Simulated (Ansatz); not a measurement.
# TaN: a strain scan

This session takes TaN and sets out to strain the cell along the Voigt pattern (0, 1, 0, 0, 0, 0).

Method: DFT PBE, scalar-relativistic, plane waves, PAW, in Ansatz 0.2.0.

### Step 1. Starting point

The structure is hexagonal, space group P-6m2 (No. 187). Conventional cell: a = 2.938 Å, b = 2.938 Å, c = 2.883 Å, α = 90.00°, β = 90.00°, γ = 120.00°. Ta (site symmetry -6m2) is surrounded by 6 N at 2.23 Å. N (site symmetry -6m2) is surrounded by 6 Ta at 2.23 Å.

Structure file:

```cif
data_structure
_symmetry_space_group_name_H-M 'P 1'
_symmetry_Int_Tables_number 1
_cell_length_a 2.9380
_cell_length_b 2.9380
_cell_length_c 2.8830
_cell_angle_alpha 90.000
_cell_angle_beta 90.000
_cell_angle_gamma 120.000
_cell_volume 21.55
loop_
_atom_site_label
_atom_site_type_symbol
_atom_site_fract_x
_atom_site_fract_y
_atom_site_fract_z
_atom_site_occupancy
Ta1 Ta 0.33333 0.66667 0.50000 1
N1 N 0.00000 0.00000 0.00000 1
```

The cell is taken as given, not relaxed at this level.

### Step 2. The undisturbed cell

input.yaml

```yaml
crystal:
  lattice:
    - [2.9379988584, 0.0, 0.0]
    - [-1.4689994292, 2.5443816477, 0.0]
    - [0.0, 0.0, 2.883]
  atoms:
    - { symbol: Ta, position: [0.3333333333, 0.6666666667, 0.5] }
    - { symbol: "N", position: [0.0, 0.0, 0.0] }
basis:
  ecutwfc: 420
kpoints:
  mp_grid: { grid: [18, 18, 16] }
hamiltonian:
  xc: pbe
scf:
  occupations: { method: fermi_dirac, width: 0.02 }
output:
  forces: true
  stress: true
  eigenvalues: true
```

On the command line:

```console
$ ansatz run input.yaml --threads 1 --pin off --max-ram 2560MiB --backend cpu --events-out ev --progress --plain --runs-dir out
```

Log, cut to the lines that bear on the results:

```text
Warning: RAYON_NUM_THREADS=1 ignored (pool sized by the plan → 1); use --threads N
[...]
Pseudopotentials: kind: paw
Pseudopotential: Ta, paw, valence charge 13, recommended cutoff 420 eV (normal), Ta.paw.azcp
Pseudopotential: N, paw, valence charge 5, recommended cutoff 420 eV (normal), N.paw.azcp
Functional definition: PBE
[...]
Crystal: 2 atoms, lattice volume = 21.552 Å³
Basis set: ecut = 420 eV, 405 PW (Γ), exchange–correlation on 40×40×40 points (8 copies of the dense FFT grid, shifted against one another)
Bands: 13, of which v1, the nominal top of the filled ones, is band 9 counted from 1 (8 counted from 0)
Symmetry: 12 space group operations
Space group: P-6m2 (ITA 187), of the structure as read, at distance tolerance 2.8e-5 Å
k-points: 333 of 5184 (time reversal used)
[...]
SCF iter   1: F=—  HF=-10318.523436 eV  |F-HF|=—  |Δ(HF+E_count)|=         —  Δρ=7.97e-3  dr2=6.02e-3  ethr=1.77e-3  ⟨swp⟩=6.1  Hψ=22563  notcnv=0
[...]
SCF iter   6: F=-10318.525156 eV  HF=-10318.525156 eV  |F-HF|=3.27e-10  |Δ(HF+E_count)|=   3.08e-8  Δρ=2.49e-6  dr2=5.69e-10  ethr=1.03e-10  ⟨swp⟩=2.0  Hψ=14489  notcnv=0
[...]
SCF converged after 6 iterations
Free energy (F): -10318.525156 eV
[...]
E sigma→0 (E₀):  -10318.525120 eV
Entropy (-TS):   -0.000074 eV (-0.037 meV/atom)
Fermi energy:    20.253755 eV
[...]
--- Forces (eV/Å), atoms counted from 1 ---
  atom   1  Ta    -0.00000000     0.00000000     0.00000000
  atom   2  N     -0.00000000     0.00000000     0.00000000
[...]
--- Stress (GPa, compression-positive) ---
        4.295386       0.000000       0.000000
        0.000000       4.295386       0.000000
        0.000000       0.000000       5.467548
  P = ⅓ Tr σ = 4.6861 GPa (46.861 kbar)
--- Band table (eV; the first three rows and the last of 333) ---
  k-point 0: bands = ["-48.2013", "-14.5474", "-14.2877", "-14.2877", "2.4822", "15.6723", "15.6723", "16.0416", "17.3050", "22.4412", "23.8200", "23.8200", "24.2611"]
[...]
```

It took 2.3 s on 1 thread of AMD EPYC 9R45 (Zen 5), shared host; peak memory 0.45 GiB.

Reference values: F = -10318.5252 eV; pressure 4.69 GPa; largest force 0.000 eV/Å; gap on the mesh none (metal).

### Step 3. The scan: a strain scan

The cell is strained by ε times the Voigt pattern (0, 1, 0, 0, 0, 0) (xx, yy, zz, yz, xz, xy; engineering shear), with fractional coordinates fixed (clamped ions). The stress on the pattern is the sum of the stress components weighted by it, tension positive.

### Step 4. Point ε = -0.0600

Changes to input.yaml since step 2:

```diff
@@ -3,3 +3,3 @@
     - [2.9379988584, 0.0, 0.0]
-    - [-1.4689994292, 2.5443816477, 0.0]
+    - [-1.4689994292, 2.3917187488, 0.0]
     - [0.0, 0.0, 2.883]
```

On the command line:

```console
$ ansatz run input.yaml --threads 1 --pin off --max-ram 2560MiB --backend cpu --events-out ev --progress --plain --runs-dir out
```

Log, cut to the lines that bear on the results:

```text
Warning: RAYON_NUM_THREADS=1 ignored (pool sized by the plan → 1); use --threads N
[...]
Pseudopotentials: kind: paw
Pseudopotential: Ta, paw, valence charge 13, recommended cutoff 420 eV (normal), Ta.paw.azcp
Pseudopotential: N, paw, valence charge 5, recommended cutoff 420 eV (normal), N.paw.azcp
Functional definition: PBE
[...]
Crystal: 2 atoms, lattice volume = 20.258 Å³
Basis set: ecut = 420 eV, 399 PW (Γ), exchange–correlation on 40×40×40 points (8 copies of the dense FFT grid, shifted against one another)
Bands: 13, of which v1, the nominal top of the filled ones, is band 9 counted from 1 (8 counted from 0)
Symmetry: 4 space group operations
Space group: Amm2 (ITA 38), of the structure as read, at distance tolerance 2.7e-5 Å
k-points: 819 of 5184 (time reversal used)
[...]
SCF iter   1: F=—  HF=-10318.305649 eV  |F-HF|=—  |Δ(HF+E_count)|=         —  Δρ=9.59e-3  dr2=1.02e-2  ethr=1.77e-3  ⟨swp⟩=6.2  Hψ=55733  notcnv=0
[...]
SCF iter   6: F=-10318.306249 eV  HF=-10318.306249 eV  |F-HF|=2.02e-10  |Δ(HF+E_count)|=   1.97e-8  Δρ=3.05e-6  dr2=9.44e-10  ethr=4.84e-10  ⟨swp⟩=3.0  Hψ=40463  notcnv=0
[...]
SCF converged after 6 iterations
Free energy (F): -10318.306249 eV
[...]
E sigma→0 (E₀):  -10318.306195 eV
Entropy (-TS):   -0.000108 eV (-0.054 meV/atom)
Fermi energy:    21.602829 eV
[...]
--- Forces (eV/Å), atoms counted from 1 ---
  atom   1  Ta     0.00000000     0.27423723     0.00000000
  atom   2  N      0.00000000    -0.27423809     0.00000000
[...]
--- Stress (GPa, compression-positive) ---
       19.513349       0.000000       0.000000
        0.000000      52.937198       0.000000
        0.000000       0.000000      17.275384
  P = ⅓ Tr σ = 29.9086 GPa (299.086 kbar)
--- Band table (eV; the first three rows and the last of 819) ---
  k-point 0: bands = ["-46.6403", "-13.0585", "-12.6902", "-12.5533", "3.4647", "16.6579", "16.9312", "17.6282", "18.4454", "24.5849", "24.9036", "25.7966", "25.8462"]
[...]
```

It took 5.8 s on 1 thread of AMD EPYC 9R45 (Zen 5), shared host; peak memory 0.6 GiB.

### Step 5. At ε = 0.0450

Changes to input.yaml since step 4:

```diff
@@ -3,3 +3,3 @@
     - [2.9379988584, 0.0, 0.0]
-    - [-1.4689994292, 2.3917187488, 0.0]
+    - [-1.4689994292, 2.6588788218, 0.0]
     - [0.0, 0.0, 2.883]
```

On the command line:

```console
$ ansatz run input.yaml --threads 1 --pin off --max-ram 2560MiB --backend cpu --events-out ev --progress --plain --runs-dir out
```

Log, cut to the lines that bear on the results:

```text
[...]
SCF converged after 6 iterations
Free energy (F): -10318.468618 eV
[...]
E sigma→0 (E₀):  -10318.468589 eV
Entropy (-TS):   -0.000058 eV (-0.029 meV/atom)
Fermi energy:    19.204230 eV
[...]
--- Forces (eV/Å), atoms counted from 1 ---
  atom   1  Ta     0.00000000    -0.01650217     0.00000000
  atom   2  N      0.00000000     0.01650461     0.00000000
[...]
--- Stress (GPa, compression-positive) ---
       -3.547488       0.000000       0.000000
        0.000000     -21.951983       0.000000
        0.000000       0.000000      -0.592056
  P = ⅓ Tr σ = -8.6972 GPa (-86.972 kbar)
--- Band table (eV; the first three rows and the last of 819) ---
  k-point 0: bands = ["-49.2735", "-15.5759", "-15.4576", "-15.3634", "1.8269", "14.4652", "15.0001", "15.3503", "16.5298", "20.9764", "22.5211", "23.0221", "23.0556"]
[...]
```

Run time: 5.7 s. Hardware: 1 thread of AMD EPYC 9R45 (Zen 5), shared host; peak memory 0.63 GiB.

### Step 6. ε = -0.0300

Changes to input.yaml since step 5:

```diff
@@ -3,3 +3,3 @@
     - [2.9379988584, 0.0, 0.0]
-    - [-1.4689994292, 2.6588788218, 0.0]
+    - [-1.4689994292, 2.4680501983, 0.0]
     - [0.0, 0.0, 2.883]
```

On the command line:

```console
$ ansatz run input.yaml --threads 1 --pin off --max-ram 2560MiB --backend cpu --events-out ev --progress --plain --runs-dir out
```

Log, cut to the lines that bear on the results:

```text
Warning: RAYON_NUM_THREADS=1 ignored (pool sized by the plan → 1); use --threads N
[...]
Pseudopotentials: kind: paw
Pseudopotential: Ta, paw, valence charge 13, recommended cutoff 420 eV (normal), Ta.paw.azcp
Pseudopotential: N, paw, valence charge 5, recommended cutoff 420 eV (normal), N.paw.azcp
Functional definition: PBE
[...]
Crystal: 2 atoms, lattice volume = 20.905 Å³
Basis set: ecut = 420 eV, 405 PW (Γ), exchange–correlation on 40×40×40 points (8 copies of the dense FFT grid, shifted against one another)
Bands: 13, of which v1, the nominal top of the filled ones, is band 9 counted from 1 (8 counted from 0)
Symmetry: 4 space group operations
Space group: Amm2 (ITA 38), of the structure as read, at distance tolerance 2.8e-5 Å
k-points: 819 of 5184 (time reversal used)
[...]
SCF iter   1: F=—  HF=-10318.463440 eV  |F-HF|=—  |Δ(HF+E_count)|=         —  Δρ=8.66e-3  dr2=7.60e-3  ethr=1.77e-3  ⟨swp⟩=6.1  Hψ=55441  notcnv=0
[...]
SCF iter   6: F=-10318.464877 eV  HF=-10318.464877 eV  |F-HF|=5.40e-10  |Δ(HF+E_count)|=   1.38e-8  Δρ=4.12e-6  dr2=1.78e-9  ethr=4.97e-10  ⟨swp⟩=2.7  Hψ=39325  notcnv=0
[...]
SCF converged after 6 iterations
Free energy (F): -10318.464877 eV
[...]
E sigma→0 (E₀):  -10318.464845 eV
Entropy (-TS):   -0.000065 eV (-0.032 meV/atom)
Fermi energy:    20.877755 eV
[...]
--- Forces (eV/Å), atoms counted from 1 ---
  atom   1  Ta     0.00000000     0.09208808     0.00000000
  atom   2  N      0.00000000    -0.09209009     0.00000000
[...]
--- Stress (GPa, compression-positive) ---
       11.208463       0.000000      -0.000000
        0.000000      26.390477      -0.000000
       -0.000000      -0.000000      10.754645
  P = ⅓ Tr σ = 16.1179 GPa (161.179 kbar)
--- Band table (eV; the first three rows and the last of 819) ---
  k-point 0: bands = ["-47.4406", "-13.8206", "-13.5145", "-13.4474", "2.9566", "16.1517", "16.4194", "16.6672", "17.8583", "23.4824", "24.3506", "24.7709", "25.0264"]
[...]
```

Wall time 5.8 s (1 thread of AMD EPYC 9R45 (Zen 5), shared host); peak memory 0.61 GiB.

### Step 7. ε = 0.0150

Changes to input.yaml since step 6:

```diff
@@ -3,3 +3,3 @@
     - [2.9379988584, 0.0, 0.0]
-    - [-1.4689994292, 2.4680501983, 0.0]
+    - [-1.4689994292, 2.5825473724, 0.0]
     - [0.0, 0.0, 2.883]
```

On the command line:

```console
$ ansatz run input.yaml --threads 1 --pin off --max-ram 2560MiB --backend cpu --events-out ev --progress --plain --runs-dir out
```

Log, cut to the lines that bear on the results:

```text
[...]
SCF converged after 6 iterations
Free energy (F): -10318.524160 eV
[...]
E sigma→0 (E₀):  -10318.524126 eV
Entropy (-TS):   -0.000067 eV (-0.033 meV/atom)
Fermi energy:    19.930983 eV
[...]
--- Forces (eV/Å), atoms counted from 1 ---
  atom   1  Ta     0.00000000    -0.02075096     0.00000000
  atom   2  N      0.00000000     0.02075172     0.00000000
[...]
--- Stress (GPa, compression-positive) ---
        1.238182       0.000000      -0.000000
        0.000000      -5.166050      -0.000000
       -0.000000      -0.000000       3.216237
  P = ⅓ Tr σ = -0.2372 GPa (-2.372 kbar)
--- Band table (eV; the first three rows and the last of 819) ---
  k-point 0: bands = ["-48.5677", "-14.8983", "-14.6894", "-14.6570", "2.2567", "15.2569", "15.4422", "15.8044", "17.0398", "21.9409", "23.3709", "23.5615", "23.8320"]
[...]
```

Run time: 5.7 s. Hardware: 1 thread of AMD EPYC 9R45 (Zen 5), shared host; peak memory 0.63 GiB.

### Step 8. ε = 0.0600

Changes to input.yaml since step 7:

```diff
@@ -3,3 +3,3 @@
     - [2.9379988584, 0.0, 0.0]
-    - [-1.4689994292, 2.5825473724, 0.0]
+    - [-1.4689994292, 2.6970445465, 0.0]
     - [0.0, 0.0, 2.883]
```

On the command line:

```console
$ ansatz run input.yaml --threads 1 --pin off --max-ram 2560MiB --backend cpu --events-out ev --progress --plain --runs-dir out
```

Log, cut to the lines that bear on the results:

```text
[...]
SCF converged after 6 iterations
Free energy (F): -10318.416778 eV
[...]
E sigma→0 (E₀):  -10318.416725 eV
Entropy (-TS):   -0.000106 eV (-0.053 meV/atom)
Fermi energy:    18.840343 eV
[...]
--- Forces (eV/Å), atoms counted from 1 ---
  atom   1  Ta     0.00000000     0.00605433     0.00000000
  atom   2  N      0.00000000    -0.00604179     0.00000000
[...]
--- Stress (GPa, compression-positive) ---
       -5.426221      -0.000000      -0.000000
       -0.000000     -29.296399      -0.000000
       -0.000000      -0.000000      -2.194153
  P = ⅓ Tr σ = -12.3056 GPa (-123.056 kbar)
--- Band table (eV; the first three rows and the last of 819) ---
  k-point 0: bands = ["-49.6133", "-15.9026", "-15.8251", "-15.7016", "1.6219", "14.0917", "14.7877", "15.1282", "16.2840", "20.5107", "22.1191", "22.6400", "22.8071"]
[...]
```

Run time: 5.9 s. Hardware: 1 thread of AMD EPYC 9R45 (Zen 5), shared host; peak memory 0.62 GiB.

### Step 9. ε = -0.0450

Changes to input.yaml since step 8:

```diff
@@ -3,3 +3,3 @@
     - [2.9379988584, 0.0, 0.0]
-    - [-1.4689994292, 2.6970445465, 0.0]
+    - [-1.4689994292, 2.4298844735, 0.0]
     - [0.0, 0.0, 2.883]
```

On the command line:

```console
$ ansatz run input.yaml --threads 1 --pin off --max-ram 2560MiB --backend cpu --events-out ev --progress --plain --runs-dir out
```

Log, cut to the lines that bear on the results:

```text
Warning: RAYON_NUM_THREADS=1 ignored (pool sized by the plan → 1); use --threads N
[...]
Pseudopotentials: kind: paw
Pseudopotential: Ta, paw, valence charge 13, recommended cutoff 420 eV (normal), Ta.paw.azcp
Pseudopotential: N, paw, valence charge 5, recommended cutoff 420 eV (normal), N.paw.azcp
Functional definition: PBE
[...]
Crystal: 2 atoms, lattice volume = 20.582 Å³
Basis set: ecut = 420 eV, 401 PW (Γ), exchange–correlation on 40×40×40 points (8 copies of the dense FFT grid, shifted against one another)
Bands: 13, of which v1, the nominal top of the filled ones, is band 9 counted from 1 (8 counted from 0)
Symmetry: 4 space group operations
Space group: Amm2 (ITA 38), of the structure as read, at distance tolerance 2.7e-5 Å
k-points: 819 of 5184 (time reversal used)
[...]
SCF iter   1: F=—  HF=-10318.397918 eV  |F-HF|=—  |Δ(HF+E_count)|=         —  Δρ=9.11e-3  dr2=8.78e-3  ethr=1.77e-3  ⟨swp⟩=6.2  Hψ=55633  notcnv=0
[...]
SCF iter   6: F=-10318.398960 eV  HF=-10318.398960 eV  |F-HF|=3.55e-10  |Δ(HF+E_count)|=   1.87e-8  Δρ=3.58e-6  dr2=1.30e-9  ethr=5.13e-10  ⟨swp⟩=2.9  Hψ=40483  notcnv=0
[...]
SCF converged after 6 iterations
Free energy (F): -10318.398960 eV
[...]
E sigma→0 (E₀):  -10318.398931 eV
Entropy (-TS):   -0.000059 eV (-0.029 meV/atom)
Fermi energy:    21.240803 eV
[...]
--- Forces (eV/Å), atoms counted from 1 ---
  atom   1  Ta     0.00000000     0.16605166     0.00000000
  atom   2  N      0.00000000    -0.16605347     0.00000000
[...]
--- Stress (GPa, compression-positive) ---
       15.159222       0.000000       0.000000
        0.000000      39.106286       0.000000
        0.000000       0.000000      13.877436
  P = ⅓ Tr σ = 22.7143 GPa (227.143 kbar)
--- Band table (eV; the first three rows and the last of 819) ---
  k-point 0: bands = ["-47.0458", "-13.4444", "-13.1095", "-13.0075", "3.2063", "16.4014", "16.6827", "17.1271", "18.1475", "24.0255", "24.6239", "25.2740", "25.4288"]
[...]
```

Wall time 5.9 s (1 thread of AMD EPYC 9R45 (Zen 5), shared host); peak memory 0.61 GiB.

### Step 10. At ε = 0.0300

Changes to input.yaml since step 9:

```diff
@@ -3,3 +3,3 @@
     - [2.9379988584, 0.0, 0.0]
-    - [-1.4689994292, 2.4298844735, 0.0]
+    - [-1.4689994292, 2.6207130971, 0.0]
     - [0.0, 0.0, 2.883]
```

On the command line:

```console
$ ansatz run input.yaml --threads 1 --pin off --max-ram 2560MiB --backend cpu --events-out ev --progress --plain --runs-dir out
```

Log, cut to the lines that bear on the results:

```text
[...]
SCF converged after 6 iterations
Free energy (F): -10318.504853 eV
[...]
E sigma→0 (E₀):  -10318.504830 eV
Entropy (-TS):   -0.000046 eV (-0.023 meV/atom)
Fermi energy:    19.608775 eV
[...]
--- Forces (eV/Å), atoms counted from 1 ---
  atom   1  Ta     0.00000000    -0.02589981     0.00000000
  atom   2  N      0.00000000     0.02590181     0.00000000
[...]
--- Stress (GPa, compression-positive) ---
       -1.414080       0.000000       0.000000
        0.000000     -13.845714       0.000000
        0.000000       0.000000       1.202096
  P = ⅓ Tr σ = -4.6859 GPa (-46.859 kbar)
--- Band table (eV; the first three rows and the last of 819) ---
  k-point 0: bands = ["-48.9250", "-15.2411", "-15.0791", "-15.0152", "2.0384", "14.8537", "15.2182", "15.5753", "16.7815", "21.4529", "22.9384", "23.3069", "23.4192"]
[...]
```

It took 5.7 s on 1 thread of AMD EPYC 9R45 (Zen 5), shared host; peak memory 0.62 GiB.

### Step 11. Point ε = -0.0150

Changes to input.yaml since step 10:

```diff
@@ -3,3 +3,3 @@
     - [2.9379988584, 0.0, 0.0]
-    - [-1.4689994292, 2.6207130971, 0.0]
+    - [-1.4689994292, 2.506215923, 0.0]
     - [0.0, 0.0, 2.883]
```

On the command line:

```console
$ ansatz run input.yaml --threads 1 --pin off --max-ram 2560MiB --backend cpu --events-out ev --progress --plain --runs-dir out
```

Log, cut to the lines that bear on the results:

```text
Warning: RAYON_NUM_THREADS=1 ignored (pool sized by the plan → 1); use --threads N
[...]
Pseudopotentials: kind: paw
Pseudopotential: Ta, paw, valence charge 13, recommended cutoff 420 eV (normal), Ta.paw.azcp
Pseudopotential: N, paw, valence charge 5, recommended cutoff 420 eV (normal), N.paw.azcp
Functional definition: PBE
[...]
Crystal: 2 atoms, lattice volume = 21.228 Å³
Basis set: ecut = 420 eV, 405 PW (Γ), exchange–correlation on 40×40×40 points (8 copies of the dense FFT grid, shifted against one another)
Bands: 13, of which v1, the nominal top of the filled ones, is band 9 counted from 1 (8 counted from 0)
Symmetry: 4 space group operations
Space group: Amm2 (ITA 38), of the structure as read, at distance tolerance 2.8e-5 Å
k-points: 819 of 5184 (time reversal used)
[...]
SCF iter   1: F=—  HF=-10318.504536 eV  |F-HF|=—  |Δ(HF+E_count)|=         —  Δρ=8.28e-3  dr2=6.69e-3  ethr=1.77e-3  ⟨swp⟩=6.1  Hψ=55493  notcnv=0
[...]
SCF iter   6: F=-10318.506206 eV  HF=-10318.506206 eV  |F-HF|=3.18e-10  |Δ(HF+E_count)|=   3.14e-8  Δρ=2.60e-6  dr2=5.90e-10  ethr=1.06e-10  ⟨swp⟩=2.0  Hψ=35748  notcnv=0
[...]
SCF converged after 6 iterations
Free energy (F): -10318.506206 eV
[...]
E sigma→0 (E₀):  -10318.506183 eV
Entropy (-TS):   -0.000046 eV (-0.023 meV/atom)
Fermi energy:    20.519959 eV
[...]
--- Forces (eV/Å), atoms counted from 1 ---
  atom   1  Ta     0.00000000     0.03569127     0.00000000
  atom   2  N      0.00000000    -0.03569125     0.00000000
[...]
--- Stress (GPa, compression-positive) ---
        7.642252       0.000000      -0.000000
        0.000000      14.754548      -0.000000
       -0.000000      -0.000000       7.969421
  P = ⅓ Tr σ = 10.1221 GPa (101.221 kbar)
--- Band table (eV; the first three rows and the last of 819) ---
  k-point 0: bands = ["-47.8256", "-14.1882", "-13.9071", "-13.8738", "2.7154", "15.9088", "16.0830", "16.3056", "17.5777", "22.9547", "24.0829", "24.2865", "24.6373"]
[...]
```

It took 5.8 s on 1 thread of AMD EPYC 9R45 (Zen 5), shared host; peak memory 0.61 GiB.

### Step 12. Point ε = 0.0525

Changes to input.yaml since step 11:

```diff
@@ -3,3 +3,3 @@
     - [2.9379988584, 0.0, 0.0]
-    - [-1.4689994292, 2.506215923, 0.0]
+    - [-1.4689994292, 2.6779616842, 0.0]
     - [0.0, 0.0, 2.883]
```

On the command line:

```console
$ ansatz run input.yaml --threads 1 --pin off --max-ram 2560MiB --backend cpu --events-out ev --progress --plain --runs-dir out
```

Log, cut to the lines that bear on the results:

```text
[...]
SCF converged after 6 iterations
Free energy (F): -10318.444549 eV
[...]
E sigma→0 (E₀):  -10318.444512 eV
Entropy (-TS):   -0.000075 eV (-0.037 meV/atom)
Fermi energy:    19.016343 eV
[...]
--- Forces (eV/Å), atoms counted from 1 ---
  atom   1  Ta     0.00000000    -0.00649048     0.00000000
  atom   2  N      0.00000000     0.00649372     0.00000000
[...]
--- Stress (GPa, compression-positive) ---
       -4.507186       0.000000       0.000000
        0.000000     -25.726972       0.000000
        0.000000       0.000000      -1.412851
  P = ⅓ Tr σ = -10.5490 GPa (-105.490 kbar)
--- Band table (eV; the first three rows and the last of 819) ---
  k-point 0: bands = ["-49.4445", "-15.7403", "-15.6427", "-15.5337", "1.7236", "14.2769", "14.8933", "15.2389", "16.4064", "20.7422", "22.3185", "22.8292", "22.9312"]
[...]
```

Wall time 5.7 s (1 thread of AMD EPYC 9R45 (Zen 5), shared host); peak memory 0.63 GiB.

### Step 13. The scan collected

The scan, with free energies counted from the undisturbed cell:

```tsv
ε	ΔE (meV/atom)	stress on the pattern (GPa)	pressure (GPa)
-0.0600	109.5	-52.94	29.9
-0.0450	63.1	-39.11	22.7
-0.0300	30.1	-26.39	16.1
-0.0150	9.5	-14.75	10.1
0.0000	0.0	-4.30	4.7
0.0150	0.5	5.17	-0.2
0.0300	10.2	13.85	-4.7
0.0450	28.3	21.95	-8.7
0.0525	40.3	25.73	-10.5
0.0600	54.2	29.30	-12.3
```

### Step 14. Outcome

```
                                  quantity    value
slope of the stress at ε = 0, over ±0.0150  664 GPa
```

In words: Cutoff, mesh or smearing here differ from converged choices, so read the numbers with care. From the stress slope, C22 is about 664 GPa with the ions clamped; letting the atoms relax could not make it stiffer. The reference stands under 4.7 GPa, so this is no zero-stress constant. The undisturbed cell stays the lowest of the sampled points. Compression costs more than tension: 109.5 against 54.2 meV/atom at the ends. Spin-orbit coupling is left out for Ta.
